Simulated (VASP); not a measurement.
A run of VASP 6.6.1 is set up as follows.

Contents of INCAR:

```
SYSTEM = AlN
ALGO = Normal ; EDIFF = 1E-6
EDIFFG = -0.01 ; ENCUT = 600
GGA = AM ; IBRION = 2
ISIF = 3 ; ISMEAR = 0
LASPH = .TRUE. ; LCHARG = .FALSE.
LREAL = .FALSE. ; LWAVE = .FALSE.
NELM = 80 ; NSW = 90
PREC = Accurate ; SIGMA = 0.03
```

KPOINTS

```
k-points
0
G
  12 12 6
  0 0 0
```

POSCAR

```
AlN
1.0
    3.1130000000      0.0000000000      0.0000000000
   -1.5565000000      2.6959370820      0.0000000000
    0.0000000000      0.0000000000      4.9810000000
Al N
2 2
Direct
    0.3333333333      0.6666666667      0.0000000000
    0.6666666667      0.3333333333      0.5000000000
    0.3333333333      0.6666666667      0.3800000000
    0.6666666667      0.3333333333      0.8800000000
```

Potentials or basis: VASP PAW PBE potentials, release 64 (Al, N).

Launch:

```bash
$ cat potpaw_PBE.64/Al/POTCAR potpaw_PBE.64/N/POTCAR > POTCAR
$ mpirun -np 1 vasp_std > vasp.out
```

Task: Estimate the band gap on the k mesh.

Result: 4.18 eV, direct.

Step by step:
| step | energy change (eV) | largest force (eV/Å) | pressure (GPa) | volume (Å³) |
| --- | --- | --- | --- | --- |
| 1 | 0.0000 | 0.1345 | 0.08 | 41.80 |
| 2 | -0.0003 | 0.0825 | -0.09 | 41.83 |
| 3 | -0.0012 | 0.0158 | -0.03 | 41.82 |
| 4 | -0.0014 | 0.0071 | 0.00 | 41.81 |
| 5 | -0.0014 | 0.0001 | 0.02 | 41.80 |

Caveat: the PAW data sets were made with another functional, which shifts forces and pressure a little. AM05 gaps usually lie below the measured ones, often by a third to a half.
